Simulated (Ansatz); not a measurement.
# TiO2 monolayer (1T): a soft mode frozen in

Aim: this structure of TiO2 monolayer (1T) is to be tested for unstable modes, and one is followed downhill.

Method: DFT PBE, scalar-relativistic, plane waves, PAW, in Ansatz 0.2.0.

## 1. The starting structure

The cell holds 3 atoms: 1 Ti and 2 O. Its edges and angles: a = 2.989 Å, b = 2.989 Å, c = 28.308 Å, α = 90.0°, β = 90.0°, γ = 120.0°. Vacuum lies along c.

## 2. The dispersion

The cell comes from relaxations at this level that are not shown. Stability and thermal properties need the whole zone. Linear response on a 6×6×1 q mesh gives force constants as far as a supercell of that size would, and the tensors from the zone-centre run are typed in so that the long-range dipole term is interpolated apart.

input.yaml

```yaml
crystal:
  lattice:
    - [2.9894192626, 0.0, 0.0]
    - [-1.4947096313, 2.588913024, 0.0]
    - [0.0, 0.0, 28.308]
  atoms:
    - { symbol: Ti, position: [0.0, 0.0, 0.3532570298] }
    - { symbol: O, position: [0.3333333333, 0.6666666667, 0.3873407215] }
    - { symbol: O, position: [0.6666666667, 0.3333333333, 0.3191733381] }
  periodic: [true, true, false]
kpoints:
  mp_grid: { grid: [12, 12, 1] }
hamiltonian:
  xc: pbe
scf:
  occupations: { method: fixed }
output:
  eigenvalues: true
phonons:
  method: dfpt
  qmesh: [6, 6, 1]
  temperatures: { t_max: 1000, t_step: 50 }
  qpath:
    path:
      - [0.0, 0.0, 0.0]
      - [0.5, 0.0, 0.0]
      - [0.33333333, 0.33333333, 0.0]
      - [0.0, 0.0, 0.0]
    npoints: 10
  isolated: true
  non_analytic_term:
    high_frequency_dielectric_tensor: [[2.0054, 0.0, 0.0], [0.0, 2.0054, 0.0], [0.0, 0.0, 1.1063]]
    born_effective_charges:
      - { species: Ti, tensor: [[7.0319, 0.0, 0.0], [0.0, 7.0319, 0.0], [0.0, 0.0, 0.6979]] }
      - { species: O, tensor: [[-3.5159, 0.0, 0.0], [0.0, -3.5159, 0.0], [0.0, 0.0, -0.349]] }
      - { species: O, tensor: [[-3.5159, 0.0, 0.0], [0.0, -3.5159, 0.0], [0.0, 0.0, -0.349]] }
    source: "zone-centre run at this cell"
```

Command:

```console
> ansatz run input.yaml --threads 8 --pin off --max-ram 14336MiB --backend cpu --events-out ev --progress --plain --runs-dir out
```

Numbers of over 12 decimals in the logs are rounded to 6 here.

What it wrote:

```text
Warning: phonons: the dynamical matrix that this run interpolates holds no multipole term above the dipole-dipole one, and a site of this crystal is no centre of inversion, so its interpolated transverse optical and acoustic branches and sound speeds can stay off near Gamma, and the density of states and the thermodynamics with them. What a run solves at a wave vector of phonons.qpoints, Gamma apart, where the deck admits one, is free of this, and under fd what a larger phonons.supercell samples
Warning: crystal.symmetry: narrowed to the stabiliser of the run's FFT grids — unitary ops 12 → 6. A phonons.method: dfpt run fills in the rows of the dynamical matrix that it does not solve by its symmetry operations, which is exact only for operations that map its FFT grids onto themselves: filled in by any other, the frequencies could depend on the order in which like atoms are typed, or, by more than the grids' own error, on where the crystal sits among the grids' points. Excluded: 6 operations. The run can therefore solve more perturbations, solve them on more k-points, or both, and cost more. [rest of the remark cut]
Engine: ansatz 0.2.0, aarch64-unknown-linux-gnu
Pseudopotentials: kind: paw
Pseudopotential: Ti, paw, valence charge 12, recommended cutoff 420 eV (normal), Ti.paw.azcp
Pseudopotential: O, paw, valence charge 6, recommended cutoff 420 eV (normal), O.paw.azcp
Functional definition: PBE
  parameter kappa = 0.804
  parameter beta = 0.066725
  exchange = pbe_x(kappa = kappa, mu = beta*pi^2/3)
  correlation = pbe_c(beta = beta)
Crystal: 3 atoms, lattice volume = 219.085 Å³
Basis set: ecut = 420 eV, 4187 PW (Γ), exchange–correlation on 40×40×384 points (8 copies of the dense FFT grid, shifted against one another)
Bands: 16, of which v1, the nominal top of the filled ones, is band 12 counted from 1 (11 counted from 0)
Symmetry: 12 space group operations
k-points: 19 of 144 (irreducible under 6 space group operations, time reversal used)
Non-local potential: Ti, projectors of the file, l = 0: 3, l = 1: 2, l = 2: 3, l = 3: 1
Non-local potential: O, projectors of the file, l = 0: 2, l = 1: 2, l = 2: 1
PAW form: soft (Blöchl's): semilocal exchange-correlation on the pseudo side does not see the compensation charge
PAW one-centre angular grid: Ti, 590 points (default); XC on 64 Gauss nodes
PAW one-centre angular grid: O, 110 points (default); XC on 64 Gauss nodes
Initial density: superposition of atomic densities (neutral atoms: chi_scale 0, normalization atom), corrected by the library's trained network
Initial wavefunctions: pseudopotential atomic-orbital guess
Functional: x = pbe(κ = 0.804, μ = 0.219515), c = pbe(β = 0.066725)
SCF iter   1: F=—  HF=-3638.318509 eV  |F-HF|=—  |Δ(HF+E_count)|=         —  Δρ=2.18e-3  dr2=4.00e-3  ethr=1.77e-3  ⟨swp⟩=6.1  Hψ=1809  notcnv=0  defer=31
preconditioner: auto → none  [insulator: Δε(μ)=2.711 eV  Ē_g=9.918 eV  n_scr=16 (ndim 8)  ℏωp=10.0 eV  f_vac=0.824  ε∞_Penn≈2.0]
SCF iter   2: F=—  HF=-3638.318753 eV  |F-HF|=—  |Δ(HF+E_count)|=   2.44e-4  Δρ=1.65e-3  dr2=4.98e-3  ethr=1.67e-5  ⟨swp⟩=4.4  Hψ=955  notcnv=0  defer=37
SCF iter   3: F=—  HF=-3638.318479 eV  |F-HF|=—  |Δ(HF+E_count)|=   2.74e-4  Δρ=1.15e-3  dr2=2.62e-3  ethr=1.67e-5  ⟨swp⟩=3.2  Hψ=615  notcnv=0  defer=37
SCF iter   4: F=—  HF=-3638.318274 eV  |F-HF|=—  |Δ(HF+E_count)|=   2.05e-4  Δρ=4.49e-4  dr2=3.75e-4  ethr=1.09e-5  ⟨swp⟩=2.5  Hψ=463  notcnv=0  defer=37
SCF iter   5: F=—  HF=-3638.318312 eV  |F-HF|=—  |Δ(HF+E_count)|=   3.78e-5  Δρ=5.60e-5  dr2=5.10e-6  ethr=1.56e-6  ⟨swp⟩=2.4  Hψ=518  notcnv=0  defer=37
SCF iter   6: F=—  HF=-3638.318316 eV  |F-HF|=—  |Δ(HF+E_count)|=   3.82e-6  Δρ=1.28e-5  dr2=1.24e-7  ethr=2.12e-8  ⟨swp⟩=3.3  Hψ=640  notcnv=0  defer=37
SCF iter   7: F=—  HF=-3638.318387 eV  |F-HF|=—  |Δ(HF+E_count)|=   7.17e-5  Δρ=3.20e-6  dr2=1.61e-8  ethr=5.17e-10  ⟨swp⟩=3.2  Hψ=634  notcnv=0  defer=35
SCF iter   8: F=—  HF=-3638.318387 eV  |F-HF|=—  |Δ(HF+E_count)|=   3.77e-8  Δρ=1.10e-6  dr2=1.63e-9  ethr=6.71e-11  ⟨swp⟩=3.7  Hψ=671  notcnv=0  defer=35
SCF iter   9: F=—  HF=-3638.318387 eV  |F-HF|=—  |Δ(HF+E_count)|=  6.72e-10  Δρ=1.44e-7  dr2=3.24e-11  ethr=6.79e-12  ⟨swp⟩=3.1  Hψ=578  notcnv=0  defer=35
SCF iter  10: F=-3638.318387 eV  HF=-3638.318387 eV  |F-HF|=3.64e-11  |Δ(HF+E_count)|=  5.46e-11  Δρ=2.49e-8  dr2=1.07e-12  ethr=1.00e-12  ⟨swp⟩=16.5  Hψ=2559  notcnv=0
SCF 1 converged in 10 iterations: F = -3638.318387 eV  dr2 = 1.07e-12
  greatest PAW one-centre occupation: 0.999 electrons in one spin orbital (limit 2), on the Ti atom at site 0 (counted from 0), in its partial waves of l = 0
NSCF: frozen V_eff on 19 k-points
NSCF: frozen V_eff on 43 k-points
DFPT response loops at q = (0, 0, 0) (fractional): preconditioner auto → none (the input reference at scf.mixing.eps_inf says where Resta's filter doesn't serve); β = 0.50; Broyden in place of MSR1
NSCF: frozen V_eff on 156 k-points
DFPT response loops at q = (0, 0.166667, 0) (fractional): mixed as the last ones told, above
NSCF: frozen V_eff on 156 k-points
DFPT response loops at q = (0, 0.333333, 0) (fractional): mixed as the last ones told, above
NSCF: frozen V_eff on 86 k-points
DFPT response loops at q = (0, -0.5, 0) (fractional): mixed as the last ones told, above
NSCF: frozen V_eff on 288 k-points
DFPT response loops at q = (0.166667, 0.166667, 0) (fractional): mixed as the last ones told, above
NSCF: frozen V_eff on 288 k-points
DFPT response loops at q = (0.166667, 0.333333, 0) (fractional): mixed as the last ones told, above
NSCF: frozen V_eff on 156 k-points
DFPT response loops at q = (0.333333, 0.333333, 0) (fractional): mixed as the last ones told, above
SCF converged after 10 iterations
Free energy (F): -3638.318387 eV
Harris-Foulkes:  -3638.318387 eV  (|F-HF|=3.64e-11)
Internal energy: -3638.318387 eV  (E = F + TS)
E sigma→0 (E₀):  -3638.318387 eV
Fermi energy:    -8.307678 eV
--- Per-component energies (eV) ---
  E_band       = -597.985320
  E_kinetic    = 622.114210
  E_local      = -42782.825945  (includes V_loc(G=0)·N_el)
  E_nonlocal   = 98.328449
  E_hartree    = 21006.796720
  E_xc         = -246.083088
  E_vxc        = -311.591885  (∫ρ·V_xc dr)
  E_paw        = -1360.703550  (= ΣΔE_a)
  E_vpaw       = -237.608675  (= ΣTr[D̂ρ^β])
  E_aug_tail   = 0.005130  (compensation charges beyond the density's cutoff)
  E_ewald      = 19024.049687
  E_smearing   = -0.000000  (= −TS)
  E_closure    = -0.000000  (closes the sum)
  Σ components = -3638.318387   (vs F -3638.318387, Δ=0.00e0)
--- Band table (eV; the first three rows and the last of 19) ---
  k-point 0: bands = [... 8 lower, -11.9082, -8.9351, -8.4712, -8.4712, -5.5804, -5.5804, -3.8743, -1.3977]
  k-point 1: bands = [... 8 lower, -11.8277, -8.8789, -8.7338, -8.6256, -5.4807, -5.4140, -3.9013, -1.6472]
  k-point 2: bands = [... 8 lower, -11.5624, -9.6225, -8.9632, -8.4798, -5.3112, -5.0555, -3.9935, -2.0954]
  k-point 18: bands = [... 8 lower, -11.0600, -9.7211, -9.7211, -9.3598, -5.3714, -4.3059, -4.3059, -2.0043]
--- Phonons (Γ-DFPT): 6 representative perturbations + reference (Σ response iterations 32) ---
  ASR residual: 2.921e-5 → 0.000e0 eV/Å²; symmetrization residual: 6.528e-6 eV/Å²
  The last average, over the group as it would stand without the narrowing to the FFT grids, took up to 3.278e-7 eV/Å² of the zone centre's force constants
  ASR residual per site (eV/Å²): 2.14e-5 2.88e-5 2.92e-5
  Γ frequencies (cm⁻¹): 0.00 0.00 0.00 113.24 113.24 480.22 480.22 576.97 617.41
--- Phonons (arbitrary-q DFPT): 7 irreducible q on the 6×6×1 mesh ---
  q = [0.0000, 0.0000, 0.0000] (star 1, of the zone-centre solve; hermiticity 4.86e-7, symmetrization 4.13e-13, taken by the last average 1.22e-8): -0.00 -0.00 -0.00 113.24 113.24 480.22 480.22 576.97 617.41
  q = [0.0000, 0.1667, 0.0000] (star 6, 9 solved perturbations on 78 of 144 k-point pairs; hermiticity 4.44e-7, symmetrization 1.99e-9, taken by the last average 1.05e-7): 33.82 68.32 188.96 196.35 448.87 465.42 560.00 568.09 672.39
  q = [0.0000, 0.3333, 0.0000] (star 6, 9 solved perturbations on 78 of 144 k-point pairs; hermiticity 3.02e-7, symmetrization 4.34e-9, taken by the last average 2.16e-8): 45.45 70.29 255.82 306.40 421.33 432.09 515.89 556.57 665.94
  q = [0.0000, -0.5000, 0.0000] (star 3, 9 solved perturbations on 43 of 144 k-point pairs; hermiticity 1.87e-5, symmetrization 1.37e-5, taken by the last average 8.86e-8): -115.00 -19.92 245.24 380.03 389.17 451.82 501.31 577.15 635.53
  q = [0.1667, 0.1667, 0.0000] (star 6, 6 solved perturbations in 666 linear systems a pass and spin channel, the states on 144 of 144 k-point pairs; hermiticity 2.26e-7, symmetrization 7.01e-11, taken by the last average 4.18e-8): 37.55 103.79 280.18 297.48 383.26 452.36 538.71 551.71 665.74
  q = [0.1667, 0.3333, 0.0000] (star 12, 9 solved perturbations on 144 of 144 k-point pairs: no pair is spared here; hermiticity 1.67e-7, symmetrization 0.00e0, taken by the last average 4.97e-8): -106.38 172.79 276.83 353.39 384.95 470.57 508.28 549.26 634.71
  q = [0.3333, 0.3333, 0.0000] (star 2, 6 solved perturbations in 327 linear systems a pass and spin channel, the states on 78 of 144 k-point pairs; hermiticity 2.94e-5, symmetrization 1.46e-5, taken by the last average 2.48e-7): -131.08 286.46 286.46 318.64 438.69 438.69 522.18 522.18 618.23
  sum rule: each row above includes the acoustic sum rule's correction from the zone centre's row sums; it moved no ω² by more than (0.70 cm⁻¹)²
  mesh force constants: q→R imaginary residual 1.54e-18; ASR residual 2.921e-5 → 0.000e0 eV/Å²; symmetrization residual 7.303e-15 eV/Å²
  interpolated dispersion: 31 rows × 9 modes
  density of states and harmonic sums: on the 24×24×1 q-mesh, interpolated from the force constants of a 6×6×1 supercell (with the dipole–dipole term of supplied tensors)
  largest difference from the sums on the solved wave vectors: F 7.56e-4 eV, S 1.79e-6 and C_V 1.26e-6 eV/K
  zero-point energy: 0.203421 eV/cell   skipped modes (ω ≤ 0): 40, of them read as no rigid motion or as one in doubt: 37 (6.285e-1 modes/cell left out, lowest -131.08 cm⁻¹)   left out of the sums: 7.04e-2 of the cell's modes: C_V's classical limit lies that fraction below 3 k_B per atom; for a crystal, a wire or a layer, F and S can be off by more, and a phonons.interpolated_qmesh denser along its periods is the remedy for the sampling
```

Run time: 2.6 min. Hardware: 8 threads of Arm Neoverse V2, shared host; peak memory 1.5 GiB; 20 min of CPU time.

This step gave:

| Quantity | Value |
| --- | --- |
| gap on the k-mesh | 2.727 eV |
| sum-rule residual before enforcement | 2.92e-5 eV/Å² |
| lowest frequency on the path | -131.1 cm⁻¹ |
| point group | -3m |
| highest frequency on the path or at a solved wavevector | 683.7 cm⁻¹ |
| area per atom | 2.58 Å² |
| highest optical mode at the zone centre (no LO-TO term) | 617.4 cm⁻¹ |
| lowest optical zone-centre mode | 113.2 cm⁻¹ |
| lowest mode on the q mesh (acoustic modes at Γ apart) | -131.1 cm⁻¹ |

Frequencies (cm⁻¹) solved at each irreducible wavevector; negative means imaginary. Frequencies by wavevector, by row:

```tsv
q in reciprocal lattice units	star	mode 1	mode 2	mode 3	mode 4	mode 5	mode 6	mode 7	mode 8	mode 9
0 0 0	1	0	0	0	113.2	113.2	480.2	480.2	577	617.4
0 0.1667 0	6	33.8	68.3	189	196.3	448.9	465.4	560	568.1	672.4
0 0.3333 0	6	45.5	70.3	255.8	306.4	421.3	432.1	515.9	556.6	665.9
0 -0.5 0	3	-115	-19.9	245.2	380	389.2	451.8	501.3	577.1	635.5
0.1667 0.1667 0	6	37.5	103.8	280.2	297.5	383.3	452.4	538.7	551.7	665.7
0.1667 0.3333 0	12	-106.4	172.8	276.8	353.4	384.9	470.6	508.3	549.3	634.7
0.3333 0.3333 0	2	-131.1	286.5	286.5	318.6	438.7	438.7	522.2	522.2	618.2
```

Interpolated from a 6×6×1 q mesh, with the LO-TO term (at Γ the limit along the path; where Γ stands inside the path, tables give the limit on arrival). Phonon branches along the path, in cm⁻¹:

```tsv
point	branch 1	branch 2	branch 3	branch 4	branch 5	branch 6	branch 7	branch 8	branch 9
Γ	0	0	0	113	113	480	480	577	617
halfway	58	61	249	259	414	452	533	558	684
M	-115	-20	245	380	389	452	501	577	636
halfway	-121	185	264	367	386	489	491	551	628
K	-131	286	286	319	439	439	522	522	618
halfway	38	104	280	298	383	452	539	552	666
Γ	0	0	0	113	113	480	480	577	617
```

The phonon branches as a text plot (rows in cm⁻¹):

```
    667 |     **********                          *********
    633 |*  **          **************************         **   *
    599 | ****                                             *****
    565 |***************************                *************
    531 |         ****              ******************
    497 |***          ****************                          *
    463 | **********      *********  ****  *********************
    429 |       **********              ***           *****
    395 |                 **************   ****     **
    361 |               ****      ****         *****
    327 |             **              **************
    293 |           **               ********     ****
    259 |         ******************* ***  **         ***
    225 |       **                  **       **
    191 |     **                   *                     **
    157 |   **                    *            ***         **
    124 |*****                  **                **         ****
     90 |           **         *                    *******
     56 | **************                              ***  *****
     22 | ******        ****  *                     **   *******
    -12 |*                  **                                  *
    -46 |               **                        **
    -80 |                                      ***
   -114 |                 *********************
         Γ                   M           K                      Γ
```

Symmetry leaves 7 wavevectors to solve. The lowest mode among them, the acoustic zeros apart, lies at q = (0.333, 0.333, 0) and is imaginary, 131.1i cm⁻¹, so the energy falls along it.

## 3. The mode frozen in, largest atomic shift 0 Å

The mode followed lies at q = (0.333, 0.333, 0) with frequency 131.1i cm⁻¹, the softest among the wavevectors solved. At small amplitude the distorted cell has space group no. 147 by a symmetry search on the positions. The undistorted cell that holds it gives the zero of energy on the same k mesh.

System of this step: TiO2 monolayer (1T). The cell holds 9 atoms: 3 Ti and 6 O. Cell: a = 5.178 Å, b = 5.178 Å, c = 28.308 Å, α = 90.0°, β = 90.0°, γ = 60.0°. It derives from TiO2. Vacuum lies along c.

input.yaml

```yaml
crystal:
  lattice:
    - [4.4841288939, 2.588913024, 0.0]
    - [0.0, 5.1778260479, 0.0]
    - [0.0, 0.0, 28.308]
  atoms:
    - { symbol: Ti, position: [0.0, 1.0, 0.3532570298] }
    - { symbol: Ti, position: [0.3333333333, 0.3333333333, 0.3532570298] }
    - { symbol: Ti, position: [0.6666666667, 0.6666666667, 0.3532570298] }
    - { symbol: O, position: [0.0, 0.3333333333, 0.3873407215] }
    - { symbol: O, position: [0.3333333333, 0.6666666667, 0.3873407215] }
    - { symbol: O, position: [0.6666666667, 1.0, 0.3873407215] }
    - { symbol: O, position: [0.3333333333, 1.0, 0.3191733381] }
    - { symbol: O, position: [0.6666666667, 0.3333333333, 0.3191733381] }
    - { symbol: O, position: [1.0, 0.6666666667, 0.3191733381] }
  periodic: [true, true, false]
kpoints:
  mp_grid: { grid: [6, 6, 1] }
hamiltonian:
  xc: pbe
scf:
  occupations: { method: gaussian, width: 0.02 }
output:
  forces: true
  stress: true
  eigenvalues: true
```

What it wrote:

```text
[...]
Crystal: 9 atoms, lattice volume = 657.256 Å³
Basis set: ecut = 420 eV, 12833 PW (Γ), exchange–correlation on 72×72×384 points (8 copies of the dense FFT grid, shifted against one another)
Bands: 45, of which v1, the nominal top of the filled ones, is band 36 counted from 1 (35 counted from 0)
Symmetry: 36 space group operations
[...]
k-points: 7 of 36
[...]
k-point 0: bands = [... 32 lower, -9.3598, -8.9351, -8.4711, -8.4711, -5.5805, -5.5805, -5.3714, -5.3714, ... 5 higher]
  k-point 1: bands = [... 32 lower, -9.0448, -8.9069, -8.8201, -8.6202, -5.4346, -5.3833, -5.3025, -5.2441, ... 5 higher]
  k-point 2: bands = [... 32 lower, -9.2567, -8.9722, -8.5991, -8.3705, -5.2771, -5.1066, -5.0690, -4.9458, ... 5 higher]
  k-point 6: bands = [... 32 lower, -9.4737, -8.4945, -8.4945, -8.4945, -5.1675, -5.1675, -5.1675, -4.5666, ... 5 higher]
[key lines of the parts left out:]
SCF converged after 7 iterations
Free energy (F): -10914.955236 eV
Fermi energy:    -6.943994 eV
P = ½ c Tr σ = -0.0014 N/m
```

Run time: 1.7 s. Hardware: 8 threads; peak memory 1.4 GiB; 12 s of CPU time.

Numbers from this step:

```
energy from the undistorted cell : 0 meV/atom
```

## 4. The mode frozen in, largest atomic shift 0.22 Å

The atoms are moved along the unstable eigenvector, the largest shift by 0.22 Å, with the cell fixed.

input.yaml

```yaml
crystal:
  lattice:
    - [4.4841288939, 2.588913024, 0.0]
    - [0.0, 5.1778260479, 0.0]
    - [0.0, 0.0, 28.308]
  atoms:
    - { symbol: Ti, position: [4.19e-07, 0.999999581, 0.3454853752] }
    - { symbol: Ti, position: [0.3333333333, 0.3333333333, 0.3532569326] }
    - { symbol: Ti, position: [0.6666662477, 0.6666670856, 0.3610284998] }
    - { symbol: O, position: [-0.0018813095, 0.3370958617, 0.3873407302] }
    - { symbol: O, position: [0.3370958617, 0.6647854278, 0.3873407128] }
    - { symbol: O, position: [0.6647851748, 0.998118847, 0.3873407215] }
    - { symbol: O, position: [0.329570805, 1.0018811047, 0.3191733468] }
    - { symbol: O, position: [0.6685479055, 0.329570805, 0.3191733295] }
    - { symbol: O, position: [1.001881153, 0.6685481585, 0.3191733381] }
  periodic: [true, true, false]
kpoints:
  mp_grid: { grid: [6, 6, 1] }
hamiltonian:
  xc: pbe
scf:
  occupations: { method: gaussian, width: 0.02 }
output:
  forces: true
  stress: true
  eigenvalues: true
```

What it wrote:

```text
[...]
k-point 0: bands = [... 32 lower, -9.3299, -8.9833, -8.4682, -8.4682, -5.2904, -5.2904, -5.2011, -4.8725, ... 5 higher]
  k-point 1: bands = [... 32 lower, -9.0652, -8.8671, -8.7669, -8.5964, -5.1989, -5.1062, -5.0904, -4.7871, ... 5 higher]
  k-point 2: bands = [... 32 lower, -9.1249, -8.9649, -8.5713, -8.4043, -5.0851, -4.8442, -4.8256, -4.6260, ... 5 higher]
  k-point 7: bands = [... 32 lower, -9.3652, -8.5030, -8.5030, -8.4032, -4.9040, -4.9040, -4.8824, -4.4748, ... 5 higher]
[key lines of the parts left out:]
SCF converged after 8 iterations
Free energy (F): -10915.002896 eV
Fermi energy:    -6.783774 eV
P = ½ c Tr σ = 1.0116 N/m
```

Elapsed: 2.1 s, on 8 threads; peak memory 1.6 GiB.

This step gave:

```yaml
gap_on_the_k_mesh: 2.987 eV
energy_from_the_undistorted_cell: -5.296 meV/atom
```

The energy, extrapolated to zero smearing, is -5.30 meV/atom against the undistorted cell.

## 5. Energy along the mode, all amplitudes (two of the runs are shown above)

An imaginary frequency means negative curvature, so the energy should fall and then rise again as anharmonic terms take over.

Numbers from this step:

```
depth at the lowest point sampled  : 5.296 meV/atom
largest atomic shift at that point : 0.22 Å
```

Table of energy from the parent by largest atomic shift:

```tsv
largest atomic shift (Å)	energy from the parent (meV/atom)
0.000	0
0.040	-0.526
0.080	-1.94
0.140	-4.62
0.220	-5.30
0.320	7.54
```

Displacement at unit largest shift by atom:

```tsv
atom	x (Å)	y (Å)	z (Å)	size
Ti1	0.00	0.00	-1.00	1.00
Ti2	0.00	0.00	0.00	0.00
Ti3	0.00	0.00	1.00	1.00
O4	-0.04	0.07	0.00	0.08
O5	0.08	0.00	0.00	0.08
O6	-0.04	-0.07	0.00	0.08
O7	-0.08	0.00	0.00	0.08
O8	0.04	-0.07	0.00	0.08
O9	0.04	0.07	0.00	0.08
```

The lowest of the steps tried is at 0.22 Å, 5.30 meV/atom below the parent; the bottom of the well need not coincide with a step.

(Part 1 of 2 ends here.)

[Logs are printed without paths, hosts, clocks, repeated set-up lines and the standing remarks that a program may print on its own settings, such as how far it seeks lower states.]

[Hosts, paths, dates, database ids (printed as entryN), source tags and the programs' standing remarks are cut or masked in the printed files.]
